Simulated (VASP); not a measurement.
These are PBE GGA, VASP's PBE PAW potentials (set 64) (plane waves; VASP) values and carry that method's errors.

Input for VASP

KPOINTS:
```
Regular mesh
0
Gamma
 3 3 2
0 0 0
```

POSCAR:
```
BeO
8.760
  0.1541095890  -0.2669256849   0.0000000000
  0.1541095890   0.2669256849   0.0000000000
  0.0000000000   0.0000000000   0.5000000000
Be O
2 2
Direct
  0.6666670000   0.3333330000   0.5000000000
  0.3333330000   0.6666670000   0.0000000000
  0.6666670000   0.3333330000   0.8780000000
  0.3333330000   0.6666670000   0.3780000000
```

INCAR:
```
SYSTEM = BeO
PREC = Accurate
ENCUT = 520
EDIFF = 1E-6
NELM = 100
ALGO = Normal
LREAL = .FALSE.
LASPH = .TRUE.
ISMEAR = 0
SIGMA = 0.05
GGA = PE
LWAVE = .FALSE.
LCHARG = .FALSE.
ISIF = 2
```

POTCAR, in this order: Be O (PBE.64 set). Program: vasp_std.

What VASP printed:

**OSZICAR**
```
       N       E                     dE             d eps       ncg     rms          rms(c)
DAV:   1     0.618615291914E+02    0.61862E+02   -0.90070E+03   144   0.127E+03
DAV:   2    -0.268346801922E+02   -0.88696E+02   -0.83496E+02   184   0.286E+02
DAV:   3    -0.305725900303E+02   -0.37379E+01   -0.37222E+01   192   0.586E+01
DAV:   4    -0.305989137625E+02   -0.26324E-01   -0.26315E-01   176   0.587E+00
DAV:   5    -0.305992329263E+02   -0.31916E-03   -0.31913E-03   180   0.550E-01    0.917E+00
DAV:   6    -0.283666062370E+02    0.22326E+01   -0.75478E+00   156   0.250E+01    0.292E+00
DAV:   7    -0.283516060938E+02    0.15000E-01   -0.15506E-01   164   0.390E+00    0.187E+00
DAV:   8    -0.283605129357E+02   -0.89068E-02   -0.41738E-02   152   0.293E+00    0.263E-01
DAV:   9    -0.283594965009E+02    0.10164E-02   -0.27096E-03   184   0.526E-01    0.716E-02
DAV:  10    -0.283598269347E+02   -0.33043E-03   -0.85714E-04   152   0.251E-01    0.502E-02
DAV:  11    -0.283597911517E+02    0.35783E-04   -0.17047E-04   180   0.122E-01    0.402E-03
DAV:  12    -0.283597907682E+02    0.38350E-06   -0.41831E-06   168   0.220E-02
   1 F= -.28359791E+02 E0= -.28359791E+02  d E =-.157794E-11
```

OUTCAR:
```
------------------------ aborting loop because EDIFF is reached ----------------------------------------
  FORCE on cell =-STRESS in cart. coord.  units (eV):
  Direction    XX          YY          ZZ          XY          YZ          ZX
  --------------------------------------------------------------------------------------
  Total        0.7574360      0.7574363      0.5083995      0.0000000     -0.0000000     -0.0000000
  in kB       43.8858172     43.8858326     29.4566502      0.0000000     -0.0000000     -0.0000000
  external PRESSURE =      39.0761000 kB  Pullay stress =       0.0000000 kB
  volume of cell :       27.65
      direct lattice vectors                 reciprocal lattice vectors
     1.350000000 -2.338269000  0.000000000     0.370370370 -0.213833396  0.000000000
     1.350000000  2.338269000  0.000000000     0.370370370  0.213833396  0.000000000
     0.000000000  0.000000000  4.380000000     0.000000000  0.000000000  0.228310502
 POSITION                                       TOTAL-FORCE (eV/Angst)
 -----------------------------------------------------------------------------------
      1.35000     -0.77942      2.19000        -0.000000      0.000000     -0.078886
      1.35000      0.77942      0.00000        -0.000000      0.000000     -0.078886
      1.35000     -0.77942      3.84564         0.000000      0.000000      0.078886
      1.35000      0.77942      1.65564        -0.000000     -0.000000      0.078886
 -----------------------------------------------------------------------------------
    total drift:                               -0.000000      0.001584      0.000659
  FREE ENERGIE OF THE ION-ELECTRON SYSTEM (eV)
  ---------------------------------------------------
  free  energy   TOTEN  =       -28.3597907682 eV

  energy  without entropy=      -28.3597907682  energy(sigma->0) =      -28.35979077
```
(Selected blocks of OUTCAR.)

**OUTCAR**
```
 val. band max:        3.6467689260   @ k =   0.0000   0.0000   0.0000

 cond. band min:      11.2216847479   @ k =   0.0000   0.0000   0.0000


 Fermi energy:         3.8743466221

 k-point     1 :       0.0000    0.0000    0.0000
  band No.  band energies     occupation
      1     -15.0626      2.00000
      2     -13.2438      2.00000
      3      -2.6228      2.00000
      4       2.6220      2.00000
      5       2.6221      2.00000
      6       3.6011      2.00000
      7       3.6011      2.00000
      8       3.6468      2.00000
      9      11.2217      0.00000
     10      15.2097      0.00000
     11      17.8612      0.00000
     12      17.8612      0.00000

 k-point     2 :       0.3333    0.0000    0.0000
  band No.  band energies     occupation
      1     -13.9397      2.00000
      2     -12.8009      2.00000
      3      -1.4957      2.00000
      4      -0.4494      2.00000
      5       0.4315      2.00000
      6       1.3189      2.00000
      7       2.5879      2.00000
      8       2.9329      2.00000
      9      13.2385      0.00000
     10      14.8943      0.00000
     11      16.4455      0.00000
     12      19.0298      0.00000

 k-point     3 :       0.3333    0.3333    0.0000
  band No.  band energies     occupation
      1     -12.8981      2.00000
      2     -12.8981      2.00000
      3      -1.9452      2.00000
      4      -0.0262      2.00000
      5      -0.0262      2.00000
      6       0.7411      2.00000
      7       1.2222      2.00000
      8       1.2223      2.00000
      9      12.7242      0.00000
     10      16.4688      0.00000
     11      18.0890      0.00000
     12      18.0890      0.00000

 k-point     4 :       0.0000    0.0000    0.5000
  band No.  band energies     occupation
      1     -14.2770      2.00000
      2     -14.2770      2.00000
      3       0.2519      2.00000
      4       0.2519      2.00000
      5       3.0965      2.00000
      6       3.0965      2.00000
...
```

The compound is BeO in the wurtzite structure. The cell was not relaxed at this level. The k-mesh is coarse (spacing up to 0.90 per Å, 2π included), so the numbers may not be converged in it. The run is one of a series of settings (KPOINTS 3×3×2 Γ-centred mesh against the base run), some of them coarse on purpose.
